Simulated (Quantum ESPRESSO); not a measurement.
The system is Te2Mo.

```
Te Mo
1.0
     3.51820    0.00000    0.00000
    -1.75910    3.04685    0.00000
     0.00000    0.00000   13.97360
Te Mo
4 2
Cartesian
  1.7591 1.0156 5.2960
  0.0000 2.0312 12.2828
  1.7591 1.0156 1.6908
  0.0000 2.0312 8.6776
  1.7591 1.0156 10.4802
  0.0000 2.0312 3.4934
```

Base run:

```yaml
Program: Quantum ESPRESSO 7.5
Functional: PBE
Potentials_or_basis: SSSP 1.3 efficiency PBE
Cutoff: 816 eV
Density_cutoff: 5987 eV
k_mesh: 9 × 9 × 2
Occupations: fermi-dirac, width 0.05 eV
Spin: no spin polarisation
```

Its results: band gap on the k mesh 0.73 eV, indirect (least direct gap 1.04 eV); pressure 3.8 GPa; largest force 0.299 eV/Å.

Problem. The run is repeated on the same cell with these changes: functional from PBE to LDA; potentials or basis from SSSP 1.3 efficiency PBE to GBRV 1.5 LDA; cutoff from 816 eV to 612 eV; density cutoff from 5987 eV to 4898 eV. What comes out?

Solution. Band gap on the k mesh 0.70 eV, indirect (least direct gap 1.03 eV); pressure -2.1 GPa; largest force 0.139 eV/Å.

Caveats: spin-orbit coupling is left out, which moves the levels of the heavy elements; an odd mesh through Γ misses points on the zone boundary, where band edges often lie (some runs); this functional lacks dispersion, which binds the layers, so the pressure and a relaxed spacing across them are unreliable (some runs).

Not every run made on this cell is shown here.
